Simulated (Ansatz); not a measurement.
# Pt(111) with 4 layers of random Pt-Au, 2x2: scattering by chemical disorder, part 2 of 2

Wanted: resistance against the alloy's length, first Pt(111) with 4 layers of random Pt-Au, 2x2.

Ansatz 0.2.0; Ansatz plane-wave DFT, PBE, PAW files; ballistic transport by layer matching (Landauer), zero bias; PAW set soft_1.

So far. Step 3 (With 8 alloy layers): Over the solved energies the transmission per spin lies between 4.11 and 4.28, out of 6.74 channels of the lead on average (up to 7.12).

### 4. With 12 alloy layers

In 12 layers a share of 0.125 of the sites is given to Au at random. A fresh draw is used; the growth of the resistance with length is what counts.

System of this step: Pt(111) with 12 layers of random Pt-Au, 2x2. The cell holds 72 atoms: 66 Pt and 6 Au. Its edges and angles: a = 5.546 Å, b = 5.546 Å, c = 40.757 Å, α = 90.0°, β = 90.0°, γ = 120.0°. It derives from Pt. Regions: lead, 24 atoms (24 Pt); scattering region, 48 atoms (42 Pt and 6 Au). The structure is stacked along c, and the current runs across the ab planes.

input.yaml

```yaml
crystal:
  lattice:
    - [5.5462627489, 0.0, 0.0]
    - [-2.7731313745, 4.8032044366, 0.0]
    - [0.0, 0.0, 40.7565411427]
  atoms:
    - { symbol: Pt, position: [0.0, 0.0, 0.0277777778] }
    - { symbol: Pt, position: [0.0, 0.5, 0.0277777778] }
    - { symbol: Pt, position: [0.5, 0.0, 0.0277777778] }
    - { symbol: Pt, position: [0.5, 0.5, 0.0277777778] }
    - { symbol: Pt, position: [0.1666666667, 0.3333333333, 0.0833333333] }
    - { symbol: Pt, position: [0.1666666667, 0.8333333333, 0.0833333333] }
    - { symbol: Pt, position: [0.6666666667, 0.3333333333, 0.0833333333] }
    - { symbol: Pt, position: [0.6666666667, 0.8333333333, 0.0833333333] }
    - { symbol: Pt, position: [0.3333333333, 0.1666666667, 0.1388888889] }
    - { symbol: Pt, position: [0.3333333333, 0.6666666667, 0.1388888889] }
    - { symbol: Pt, position: [0.8333333333, 0.1666666667, 0.1388888889] }
    - { symbol: Pt, position: [0.8333333333, 0.6666666667, 0.1388888889] }
    - { symbol: Pt, position: [0.0, 0.0, 0.1944444444] }
    - { symbol: Pt, position: [0.0, 0.5, 0.1944444444] }
    - { symbol: Pt, position: [0.5, 0.0, 0.1944444444] }
    - { symbol: Pt, position: [0.5, 0.5, 0.1944444444] }
    - { symbol: Pt, position: [0.1666666667, 0.3333333333, 0.25] }
    - { symbol: Pt, position: [0.1666666667, 0.8333333333, 0.25] }
    - { symbol: Pt, position: [0.6666666667, 0.3333333333, 0.25] }
    - { symbol: Pt, position: [0.6666666667, 0.8333333333, 0.25] }
    - { symbol: Pt, position: [0.3333333333, 0.1666666667, 0.3055555556] }
    - { symbol: Pt, position: [0.3333333333, 0.6666666667, 0.3055555556] }
    - { symbol: Pt, position: [0.8333333333, 0.1666666667, 0.3055555556] }
    - { symbol: Pt, position: [0.8333333333, 0.6666666667, 0.3055555556] }
    - { symbol: Pt, position: [0.0, 0.0, 0.3611111111] }
    - { symbol: Au, position: [0.0, 0.5, 0.3611111111] }
    - { symbol: Pt, position: [0.5, 0.0, 0.3611111111] }
    - { symbol: Pt, position: [0.5, 0.5, 0.3611111111] }
    - { symbol: Pt, position: [0.1666666667, 0.3333333333, 0.4166666667] }
    - { symbol: Pt, position: [0.1666666667, 0.8333333333, 0.4166666667] }
    - { symbol: Pt, position: [0.6666666667, 0.3333333333, 0.4166666667] }
    - { symbol: Au, position: [0.6666666667, 0.8333333333, 0.4166666667] }
    - { symbol: Pt, position: [0.3333333333, 0.1666666667, 0.4722222222] }
    - { symbol: Pt, position: [0.3333333333, 0.6666666667, 0.4722222222] }
    - { symbol: Au, position: [0.8333333333, 0.1666666667, 0.4722222222] }
    - { symbol: Pt, position: [0.8333333333, 0.6666666667, 0.4722222222] }
    - { symbol: Pt, position: [0.0, 0.0, 0.5277777778] }
    - { symbol: Au, position: [0.0, 0.5, 0.5277777778] }
    - { symbol: Pt, position: [0.5, 0.0, 0.5277777778] }
    - { symbol: Pt, position: [0.5, 0.5, 0.5277777778] }
    - { symbol: Pt, position: [0.1666666667, 0.3333333333, 0.5833333333] }
    - { symbol: Pt, position: [0.1666666667, 0.8333333333, 0.5833333333] }
    - { symbol: Au, position: [0.6666666667, 0.3333333333, 0.5833333333] }
    - { symbol: Pt, position: [0.6666666667, 0.8333333333, 0.5833333333] }
    - { symbol: Pt, position: [0.3333333333, 0.1666666667, 0.6388888889] }
    - { symbol: Pt, position: [0.3333333333, 0.6666666667, 0.6388888889] }
    - { symbol: Pt, position: [0.8333333333, 0.1666666667, 0.6388888889] }
    - { symbol: Pt, position: [0.8333333333, 0.6666666667, 0.6388888889] }
    - { symbol: Pt, position: [0.0, 0.0, 0.6944444444] }
    - { symbol: Au, position: [0.0, 0.5, 0.6944444444] }
    - { symbol: Pt, position: [0.5, 0.0, 0.6944444444] }
    - { symbol: Pt, position: [0.5, 0.5, 0.6944444444] }
    - { symbol: Pt, position: [0.1666666667, 0.3333333333, 0.75] }
    - { symbol: Pt, position: [0.1666666667, 0.8333333333, 0.75] }
    - { symbol: Pt, position: [0.6666666667, 0.3333333333, 0.75] }
    - { symbol: Pt, position: [0.6666666667, 0.8333333333, 0.75] }
    - { symbol: Pt, position: [0.3333333333, 0.1666666667, 0.8055555556] }
    - { symbol: Pt, position: [0.3333333333, 0.6666666667, 0.8055555556] }
    - { symbol: Pt, position: [0.8333333333, 0.1666666667, 0.8055555556] }
    - { symbol: Pt, position: [0.8333333333, 0.6666666667, 0.8055555556] }
    - { symbol: Pt, position: [0.0, 0.0, 0.8611111111] }
    - { symbol: Pt, position: [0.0, 0.5, 0.8611111111] }
    - { symbol: Pt, position: [0.5, 0.0, 0.8611111111] }
    - { symbol: Pt, position: [0.5, 0.5, 0.8611111111] }
    - { symbol: Pt, position: [0.1666666667, 0.3333333333, 0.9166666667] }
    - { symbol: Pt, position: [0.1666666667, 0.8333333333, 0.9166666667] }
    - { symbol: Pt, position: [0.6666666667, 0.3333333333, 0.9166666667] }
    - { symbol: Pt, position: [0.6666666667, 0.8333333333, 0.9166666667] }
    - { symbol: Pt, position: [0.3333333333, 0.1666666667, 0.9722222222] }
    - { symbol: Pt, position: [0.3333333333, 0.6666666667, 0.9722222222] }
    - { symbol: Pt, position: [0.8333333333, 0.1666666667, 0.9722222222] }
    - { symbol: Pt, position: [0.8333333333, 0.6666666667, 0.9722222222] }
kpoints:
  mp_grid: { grid: [5, 5, 1] }
hamiltonian:
  xc: pbe
  pseudopotentials: { kind: paw, azcp: { folder: soft_1 } }
scf:
  occupations: { method: fermi_dirac, width: 0.1 }
output:
  transmission:
    leads: [[0, 4]]
    kmesh: [10, 10]
    e_range: [-0.05, 0.05]
    de: 0.05
  write_potential: true
  write_density: true
  volumetric_format: npy
```

On the command line:

```console
> ansatz run input.yaml --threads 4 --pin off --max-ram 15360MiB --backend cpu --events-out ev --progress --plain --runs-dir out
```

Numbers of over 12 decimals in the logs are rounded to 6 here.

Output:

```text
[...]
Crystal: 72 atoms, lattice volume = 1085.747 Å³
Basis set: ecut = 420 eV, 21305 PW (Γ)
Bands: 782, of which v1, the nominal top of the filled ones, is band 651 counted from 1 (650 counted from 0)
Symmetry: 1 space group operations
[...]
k-points: 13 of 25 (time reversal used)
[...]
SCF iter   1: F=—  HF=-905571.759620 eV  |F-HF|=—  |Δ(HF+E_count)|=         —  Δρ=1.14e-1  dr2=6.31e2  ethr=3.10e-3  ⟨swp⟩=4.3  Hψ=30139  notcnv=0  defer=377
[...]
SCF iter  15: F=-905535.656837 eV  HF=-905535.656837 eV  |F-HF|=3.86e-8  |Δ(HF+E_count)|=   1.07e-8  Δρ=4.77e-7  dr2=3.98e-8  ethr=7.68e-12  ⟨swp⟩=9.5  Hψ=33199  notcnv=0
SCF 1 converged in 15 iterations: F = -905535.656837 eV  dr2 = 3.98e-8
[...]
transmission: 380 of 3796 steps passed
transmission: 762 of 3796 steps passed
[...]
transmission: 3796 of 3796 steps passed
SCF converged after 15 iterations
Free energy (F): -905535.656837 eV
[...]
Internal energy: -905531.962381 eV  (E = F + TS)
E sigma→0 (E₀):  -905533.809609 eV
Entropy (-TS):   -3.694455 eV (-51.312 meV/atom)
Fermi energy:    23.415341 eV
[...]
--- Band table (eV; the first three rows and the last of 13) ---
  k-point 0: bands = [... 647 lower, 23.6424, 23.6461, 23.6647, 23.6716, 23.6743, 23.7035, 23.7146, 23.7192, ... 127 higher]
  k-point 1: bands = [... 647 lower, 23.4079, 23.4188, 23.4203, 23.4360, 23.4404, 23.4547, 23.4642, 23.5200, ... 127 higher]
  k-point 2: bands = [... 647 lower, 23.4135, 23.4309, 23.4518, 23.4662, 23.4698, 23.5083, 23.5181, 23.5359, ... 127 higher]
  k-point 12: bands = [... 647 lower, 23.3158, 23.3230, 23.3605, 23.3701, 23.3875, 23.4050, 23.4208, 23.4420, ... 127 higher]
--- Transmission ---
  basis      : 241 plane waves across, 73 finite elements along
  points     : 52, standing for a mesh of 10 x 10
[...]
channels       : 6.890000e0 a spin
[...]
junction   : crystal 0 to crystal 0, 1.57 to 40.06 Å
    transmission   : 3.026785e0 a spin
[...]
```

It took 27 min on 4 threads of Intel Xeon Platinum 8375C at 2.90GHz (Ice Lake), shared host; peak memory 8.7 GiB; 1.6 h of CPU time.

Numbers from this step:

```
free energy                                   : -905535.6568 eV
energy at zero smearing                       : -905533.8096 eV
transmission per spin nearest the Fermi level : 3.027
step of the lead's potential                  : 1.3 meV
```

Per spin. Transmission, zone mean against energy, zero at the Fermi level:

```tsv
energy (eV)	transmission, zone mean
-0.0500	3.07
0.0000	3.03
0.0500	2.98
```

Over the solved energies the transmission per spin lies between 2.98 and 3.07, out of 6.71 channels of the lead on average (up to 7.04).

### 5. Resistance against length

This step: Ansatz plane-wave DFT, PBE, PAW files; ballistic transport by layer matching (Landauer), zero bias; residual resistivity from the slope of the area resistance, atoms on the host's lattice; PAW set soft_1 (Ansatz 0.2.0).

This step gave:

- resistivity: 21.11 µΩ cm
- intercept: 0.01060 fΩ m²
- scatter about the fit: 0.05675 fΩ m²

Resistance, by row:

```tsv
run	length (Å)	T	channels N	RA (fΩ m²)
n4	9.057	4.578	6.753	0.2419
n8	18.11	4.179	6.74	0.3127
n12	27.17	3.026	6.713	0.6242
```

Area resistance against length of the alloy:

```tsv
length of the alloy (Å)	area resistance (fΩ m²)
9.06	0.242
18.11	0.313
27.17	0.624
```

The area resistance goes from 0.24 to 0.62 fΩ m² between 9.1 and 27.2 Å, a slope of 21 µΩ cm.

By hand from the end points: (0.6242 − 0.2419) fΩ m² / (27.17 − 9.06) Å = 21 µΩ cm, since 1 fΩ m² per Å is 1000 µΩ cm.

### 6. What came out

| Item | Value |
| --- | --- |
| resistivity from the slope | 21.1 µΩ cm |
| area resistance over 9.06 Å | 0.242 fΩ m² |
| area resistance over 18.1 Å | 0.313 fΩ m² |
| area resistance over 27.2 Å | 0.624 fΩ m² |

In words: The slope gives 21 µΩ cm. The points scatter by 0.057 fΩ m² about the line, with one random draw a length in a 2x2 cell, so the slope is a rough value. Read with a model of isotropic scattering on a spherical Fermi surface and the lead's 2.0×10¹⁵ S/m², this slope means a mean free path near 19 Å; over these lengths the model's slope is within 3 % of its bulk resistivity. The draw over the shortest length came out nearly ordered, with 8 symmetry operations, so that point is a poor sample of a random alloy. The atoms sit on the host's lattice, so scattering by size misfit is left out. Spin-orbit coupling is left out, which matters for Au and Pt.

[Logs are printed without paths, hosts, clocks, repeated set-up lines and the standing remarks that a program may print on its own settings, such as how far it seeks lower states.]

[Hosts, paths, dates, database ids (printed as entryN), source tags and the programs' standing remarks are cut or masked in the printed files.]
